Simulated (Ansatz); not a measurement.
# TePb (Fm-3m) in Ansatz: notebook, part 2 of 2

Ansatz 0.2.0. Earlier steps stand in the parts before.

## Step 4: Band structure, PBEsol

File input.yaml:

```yaml
crystal:
  lattice:
    - [0.0, 3.231, 3.231]
    - [3.231, 0.0, 3.231]
    - [3.231, 3.231, 0.0]
  atoms:
    - { symbol: Pb, position: [0.0, 0.0, 0.0] }
    - { symbol: Te, position: [0.5, 0.5, 0.5] }
kpoints:
  mp_grid: { grid: [7, 7, 7] }
  band_path:
    path:
      - [0.0, 0.0, 0.0]
      - [0.5, 0.0, 0.5]
      - [0.5, 0.25, 0.75]
      - [0.375, 0.375, 0.75]
      - [0.0, 0.0, 0.0]
      - [0.5, 0.5, 0.5]
      - [0.625, 0.25, 0.625]
      - [0.5, 0.25, 0.75]
    npoints: 10
scf:
  occupations: { method: fermi_dirac, width: 0.05 }
hamiltonian:
  xc: pbesol
  pseudopotentials: { kind: all_electron, datasets: crystal }
output:
  forces: true
  stress: true
  eigenvalues: true
  elf: true
  volumetric_format: npy
```

Potentials or basis: all-electron PAW datasets made for the crystal.

Command:

```bash
ansatz run input.yaml --threads 1 --pin off --max-ram 3072MiB --backend cpu --events-out ev --progress --plain --runs-dir out
```

The program printed:

```text
Warning: RAYON_NUM_THREADS=1 ignored (pool sized by the plan → 1); use --threads N
hamiltonian.pseudopotentials.datasets: crystal makes datasets for this crystal and solves the spheres of its atoms anew in each pass: cutoff 240.0 eV, the density's 960.0 eV; for an error of 0.50 meV an atom under PBE, 1.0 meV for the cell; an energy difference from a run of another recipe may be off by several times the error for the cell, under r2SCAN by more, where some 0.1 meV an atom stays at smaller errors; Te in spheres of 1.376 Å, 6 of its electrons in bands, 10 on its site; Pb in spheres of 1.376 Å, 14 of its electrons in bands; only band paths and densities of states list, in semicore columns, the levels of the semicore shells that are solved separately: 4d of Te
Engine: ansatz 0.2.0, x86_64-unknown-linux-gnu
Pseudopotentials: kind: all_electron
Pseudopotential: Pb, paw, valence charge 14, recommended cutoff 240 eV (normal), crystal/all_electron/pbesol/scalar/gaussian/Pb, Koelling and Harmon's equation, gaussian nucleus
Pseudopotential: Te, paw, valence charge 16, recommended cutoff 240 eV (normal), crystal/all_electron/pbesol/scalar/gaussian/Te, Koelling and Harmon's equation, gaussian nucleus
Functional definition: PBEsol
  exchange = pbesol_x
  correlation = pbesol_c
Crystal: 2 atoms, lattice volume = 67.459 Å³
Basis set: ecut = 240 eV, 537 PW (Γ), exchange–correlation on 48×48×48 points (8 copies of the dense FFT grid, shifted against one another)
Bands: 14, of which v1, the nominal top of the filled ones, is band 10 counted from 1 (9 counted from 0)
Symmetry: 48 space group operations
Space group: Fm-3m (ITA 225), of the structure as read, at distance tolerance 4.1e-5 Å
k-points: 20 of 343
Non-local potential: Pb, projectors of the file, l = 0: 1, l = 1: 1, l = 2: 2
Non-local potential: Te, projectors of the file, l = 0: 1, l = 1: 1
PAW form: soft (Blöchl's): semilocal exchange-correlation on the pseudo side does not see the compensation charge
PAW one-centre angular grid: Pb, 590 points (default); XC on its mesh's 1809 points in the sphere
[... 26 lines left out ...]
Past the cutoffs: a stress includes 0.0018 GPa for waves and charges beyond them, in addition to the slope of what the spheres take
In the spheres:  the bands' charges fall short by 2.6e-6 e at most (sound up to 1e-3), those of shells solved beside the bands by 3.6e-7 e (sound up to 5e-4)
Fermi energy:    12.027694 eV
--- Per-component energies (eV) ---
  E_band       = 17.839720
  E_kinetic    = 220.691319
  E_local      = -2411.384883  (includes V_loc(G=0)·N_el)
  E_nonlocal   = 380.157376
  E_hartree    = 1119.491268
  E_xc         = -171.121084
  E_vxc        = -193.390408  (∫ρ·V_xc dr)
  E_paw        = -756831.904226  (= ΣΔE_a)
  E_vpaw       = -8042.357443  (= ΣTr[D̂ρ^β])
  E_ewald      = -2852.919164
  E_smearing   = -0.000004  (= −TS)
  E_closure    = 7825.146813  (closes the sum)
  Σ components = -752721.842585   (vs F -752721.842585, Δ=0.00e0)
  The terms above E_closure are by the made datasets' own strengths, without shells solved beside the bands.
--- Forces (eV/Å), atoms counted from 1 ---
  atom   1  Pb    -0.00000000     0.00000000    -0.00000000
  atom   2  Te     0.00000000    -0.00000000    -0.00000000
  max |Σ_I F_I| component: 1.43e-29 eV/Å
--- Stress (GPa, compression-positive) ---
       -0.404082       0.000000       0.000000
        0.000000      -0.404082      -0.000000
       -0.000000       0.000000      -0.404082
  P = ⅓ Tr σ = -0.4041 GPa (-4.041 kbar)
  It holds what live shells' own plane waves past their cutoff add
--- Band table (eV; the first three rows and the last of 20) ---
  k-point 0: bands = ["-4.9948", "-4.9948", "-4.9838", "-4.9838", "-4.9838", "-0.3855", "6.0416", "10.3149", "10.3149", "10.3149", "15.7102", "15.7102"]
  k-point 1: bands = ["-4.9974", "-4.9974", "-4.9833", "-4.9809", "-4.9809", "-0.2111", "5.4885", "10.3669", "10.3669", "10.6151", "14.7438", "14.9723"]
  k-point 2: bands = ["-5.0042", "-5.0042", "-4.9824", "-4.9736", "-4.9736", "0.2815", "4.3237", "10.5278", "10.5278", "11.1153", "13.4243", "13.8118"]
  k-point 19: bands = ["-5.0389", "-4.9975", "-4.9795", "-4.9722", "-4.9590", "1.4166", "3.6159", "7.7365", "8.3695", "10.9807", "13.5682", "16.3280"]
```

bands.tsv:

```text
[... 19 lines left out ...]
0.486164	-17.049634	-17.016813	-17.016536	-16.998851	-16.998851	-11.730104	-7.229930	-2.529452	-2.529452	-1.788860	2.201306	3.614575	4.108368	4.108368	-36.479484	-36.479254	-36.473560	-36.473008	-36.473008
[... 63 lines left out ...]
4.580453	-17.068309	-17.024749	-17.005436	-17.002599	-16.985204	-10.576696	-8.355619	-4.239287	-4.102092	-0.754540	1.301510	4.668517	4.933487	6.279539	-36.479570	-36.479119	-36.473166	-36.473080	-36.472581
4.614830	-17.068249	-17.024832	-17.004035	-17.004035	-16.985156	-10.574385	-8.356756	-4.177718	-4.177718	-0.720080	1.265019	4.804508	4.804508	6.442866	-36.479569	-36.479119	-36.473123	-36.473123	-36.472579
```

Wall time 7.3 s (1 thread of Intel Xeon 6975P-C (Granite Rapids), shared host); peak memory 0.59 GiB.

Results:

```
Free energy             : -752721.8426 eV
Pressure                : -0.4 GPa
Band gap along the path : 0.66 eV, direct
```

Levels at the corners of the path, in eV from the Fermi level:
```tsv
point	band 6	band 7	band 8	band 9	band 10	band 11	band 12	band 13	band 14
Γ	-12.41	-5.99	-1.71	-1.71	-1.71	3.68	3.68	3.68	5.40
X	-10.73	-7.67	-4.90	-3.18	-3.18	2.84	5.08	5.08	6.30
W	-10.57	-8.36	-4.18	-4.18	-0.72	1.27	4.80	4.80	6.44
K	-10.64	-8.34	-4.51	-2.68	-2.47	3.17	3.40	4.70	5.54
Γ	-12.41	-5.99	-1.71	-1.71	-1.71	3.68	3.68	3.68	5.40
L	-10.98	-8.96	-1.25	-1.25	-0.37	0.29	0.87	0.87	7.90
U	-10.64	-8.34	-4.51	-2.68	-2.47	3.17	3.40	4.70	5.54
W	-10.57	-8.36	-4.18	-4.18	-0.72	1.27	4.80	4.80	6.44
```

Caveat: this odd mesh misses L, where the gap lies, so gap, dielectric constants and Born charges aren't listed; spin-orbit coupling is left out, which moves the levels of the heavy elements.

## Step 5: Band structure, PBEsol

input.yaml: that of step 4 with these lines changed.

```diff
@@ -25,3 +25,6 @@
   xc: pbesol
-  pseudopotentials: { kind: all_electron, datasets: crystal }
+  pseudopotentials:
+    kind: all_electron
+    lapw: { basis_error: 0.001 }
+    dirac_shells: { Pb: ["4p", "4d"], Te: ["3p", "3d"] }
 output:
@@ -30,3 +33 @@
   eigenvalues: true
-  elf: true
-  volumetric_format: npy
```

Potentials or basis: all-electron LAPW, inner shells corrected to Dirac's equation.

Command:

```bash
ansatz run input.yaml --threads 1 --pin off --max-ram 3072MiB --backend cpu --events-out ev --progress --plain --runs-dir out
```

Wall time 7.1 s (1 thread of Intel Xeon 6975P-C (Granite Rapids), shared host); peak memory 0.33 GiB.

The run converged. Its results:

```
Free energy             : -754041.5927 eV
Pressure                : -0.4 GPa
Band gap along the path : 0.66 eV, direct
```

Levels at the corners of the path, in eV from the Fermi level:
| point | band 27 | band 28 | band 29 | band 30 | band 31 | band 32 | band 33 | band 34 |
| --- | --- | --- | --- | --- | --- | --- | --- | --- |
| Γ | -5.98 | -1.71 | -1.71 | -1.71 | 3.68 | 3.68 | 3.68 | 5.40 |
| X | -7.67 | -4.90 | -3.18 | -3.18 | 2.84 | 5.08 | 5.08 | 6.30 |
| W | -8.36 | -4.18 | -4.18 | -0.72 | 1.27 | 4.80 | 4.80 | 6.44 |
| K | -8.34 | -4.51 | -2.68 | -2.47 | 3.17 | 3.40 | 4.70 | 5.54 |
| Γ | -5.98 | -1.71 | -1.71 | -1.71 | 3.68 | 3.68 | 3.68 | 5.40 |
| L | -8.96 | -1.25 | -1.25 | -0.37 | 0.29 | 0.87 | 0.87 | 7.90 |
| U | -8.34 | -4.51 | -2.68 | -2.47 | 3.17 | 3.40 | 4.70 | 5.54 |
| W | -8.36 | -4.18 | -4.18 | -0.72 | 1.27 | 4.80 | 4.80 | 6.44 |

Caveat: this odd mesh misses L, where the gap lies, so gap, dielectric constants and Born charges aren't listed; spin-orbit coupling is left out, which moves the levels of the heavy elements.

## Step 6: Band structure, PBEsol

input.yaml: that of step 5 with these lines changed.

```diff
@@ -9,3 +9,3 @@
 kpoints:
-  mp_grid: { grid: [7, 7, 7] }
+  mp_grid: { grid: [5, 5, 5] }
   band_path:
@@ -20,3 +20,3 @@
       - [0.5, 0.25, 0.75]
-    npoints: 10
+    npoints: 8
 scf:
@@ -25,6 +25,3 @@
   xc: pbesol
-  pseudopotentials:
-    kind: all_electron
-    lapw: { basis_error: 0.001 }
-    dirac_shells: { Pb: ["4p", "4d"], Te: ["3p", "3d"] }
+  pseudopotentials: { kind: all_electron, lapw: { basis_error: 0.001 } }
 output:
```

Potentials or basis: all-electron LAPW, scalar-relativistic.

Command:

```bash
ansatz run input.yaml --threads 1 --pin off --max-ram 3072MiB --backend cpu --events-out ev --progress --plain --runs-dir out
```

It took 12 s on 1 thread of Arm Neoverse V1, shared host; peak memory 0.25 GiB.

It converged, with:

* Free energy: -752721.8426 eV
* Pressure: -0.4 GPa
* Band gap along the path: 0.66 eV, direct

Levels at the corners of the path, in eV from the Fermi level:
| point | band 26 | band 27 | band 28 | band 29 | band 30 | band 31 | band 32 | band 33 | band 34 | band 35 |
| --- | --- | --- | --- | --- | --- | --- | --- | --- | --- | --- |
| Γ | -12.47 | -6.04 | -1.77 | -1.77 | -1.77 | 3.62 | 3.62 | 3.62 | 5.35 | 5.35 |
| X | -10.79 | -7.73 | -4.95 | -3.24 | -3.24 | 2.78 | 5.03 | 5.03 | 6.24 | 9.85 |
| W | -10.63 | -8.42 | -4.23 | -4.23 | -0.78 | 1.21 | 4.75 | 4.75 | 6.38 | 6.38 |
| K | -10.70 | -8.40 | -4.57 | -2.73 | -2.52 | 3.11 | 3.34 | 4.64 | 5.48 | 8.39 |
| Γ | -12.47 | -6.04 | -1.77 | -1.77 | -1.77 | 3.62 | 3.62 | 3.62 | 5.35 | 5.35 |
| L | -11.04 | -9.02 | -1.31 | -1.31 | -0.43 | 0.23 | 0.82 | 0.82 | 7.84 | 8.80 |
| U | -10.70 | -8.40 | -4.57 | -2.73 | -2.52 | 3.11 | 3.34 | 4.64 | 5.48 | 8.39 |
| W | -10.63 | -8.42 | -4.23 | -4.23 | -0.78 | 1.21 | 4.75 | 4.75 | 6.38 | 6.38 |

Caveat: this odd mesh misses L, where the gap lies, so gap, dielectric constants and Born charges aren't listed; spin-orbit coupling is left out, which moves the levels of the heavy elements.

## Step 7: Band structure, PBEsol, spin-orbit coupling, no magnetisation

input.yaml: that of step 6 with these lines changed.

```diff
@@ -26,2 +26,5 @@
   pseudopotentials: { kind: all_electron, lapw: { basis_error: 0.001 } }
+magnetization:
+  noncollinear: true
+  spin_orbit: true
 output:
```

Potentials or basis: all-electron LAPW, relativistic spinors.

Command:

```bash
ansatz run input.yaml --threads 1 --pin off --max-ram 3072MiB --backend cpu --events-out ev --progress --plain --runs-dir out
```

Run time: 99 s. Hardware: 1 thread of Arm Neoverse V1, shared host; peak memory 0.4 GiB.

Results (log left out):

| Property | Result |
| --- | --- |
| Free energy | -754055.6486 eV |
| Pressure | -0.6 GPa |
| Band gap along the path | 0.14 eV, direct |

Levels at the corners of the path, in eV from the Fermi level:
| point | band 58 | band 59 | band 60 | band 61 | band 62 | band 63 |
| --- | --- | --- | --- | --- | --- | --- |
| Γ | -1.14 | -1.14 | -1.14 | 2.44 | 2.44 | 4.57 |
| X | -3.35 | -2.63 | -2.63 | 3.12 | 3.12 | 4.37 |
| W | -3.96 | -0.49 | -0.49 | 1.35 | 1.35 | 4.99 |
| K | -2.72 | -2.03 | -2.03 | 2.90 | 2.90 | 3.92 |
| Γ | -1.14 | -1.14 | -1.14 | 2.44 | 2.44 | 4.57 |
| L | -0.78 | -0.17 | -0.17 | -0.03 | -0.03 | 1.12 |
| U | -2.72 | -2.03 | -2.03 | 2.90 | 2.90 | 3.92 |
| W | -3.96 | -0.49 | -0.49 | 1.35 | 1.35 | 4.99 |

Caveat: this odd mesh misses L, where the gap lies, so gap, dielectric constants and Born charges aren't listed.

## Step 8: Summary

```csv
potentials or basis,spin,k mesh,cutoff (eV),basis error allowed,pressure (GPa)
"all-electron LAPW, scalar-relativistic",off,7 × 7 × 7,179,0.001 eV/atom,-0.4
"all-electron LAPW, non-relativistic",off,7 × 7 × 7,178,0.001 eV/atom,0.7
all-electron PAW datasets made for the crystal,off,7 × 7 × 7,240,-,-0.4
"all-electron LAPW, inner shells corrected to Dirac's equation",off,7 × 7 × 7,179,0.001 eV/atom,-0.4
"all-electron LAPW, scalar-relativistic",off,5 × 5 × 5,179,0.001 eV/atom,-0.4
"all-electron LAPW, relativistic spinors","SOC, no magnetisation",5 × 5 × 5,179,0.001 eV/atom,-0.6
```

Alike in all rows: task band structure; level PBEsol; cell as given; smearing fermi-dirac 0.05 eV.

Caveats: spin-orbit coupling is left out, which moves the levels of the heavy elements (some runs); relativity is left out, which matters for the heavier elements (some runs).

Compare energies only between runs with the same functional and basis.

## Step 9: Comparison with measurements

Step 2. A measured gap of TePb is 0.19 eV (direct; 4.2 K; a printed reference work, monograph); the calculated 0.66 eV misses it by +0.47 eV. Spin-orbit coupling on Pb, Te is left out. The value is that of PBEsol, without temperature or zero-point motion.

Step 3. A measured gap of TePb is 0.19 eV (direct; 4.2 K; a printed reference work, monograph); the calculated 0.12 eV misses it by -0.07 eV. Spin-orbit coupling on Pb, Te is left out. The value is that of PBEsol, without temperature or zero-point motion. Semilocal functionals fall short of measured gaps as a rule.

Step 4. Measured gap of TePb: 0.19 eV (direct; 4.2 K; a printed reference work, monograph). This calculation gives 0.66 eV (+0.47 eV). Spin-orbit coupling on Pb, Te is left out. The value is that of PBEsol, without temperature or zero-point motion.

Step 5. Measured gap of TePb: 0.19 eV (direct; 4.2 K; a printed reference work, monograph). This calculation gives 0.66 eV (+0.47 eV). Spin-orbit coupling on Pb, Te is left out. The value is that of PBEsol, without temperature or zero-point motion.

Step 6. Measured gap of TePb: 0.19 eV (direct; 4.2 K; a printed reference work, monograph). This calculation gives 0.66 eV (+0.47 eV). Spin-orbit coupling on Pb, Te is left out. The value is that of PBEsol, without temperature or zero-point motion.

Step 7. A measured gap of TePb is 0.19 eV (direct; 4.2 K; a printed reference work, monograph); the calculated 0.14 eV misses it by -0.05 eV. The value is that of PBEsol, without temperature or zero-point motion. Semilocal functionals fall short of measured gaps as a rule.
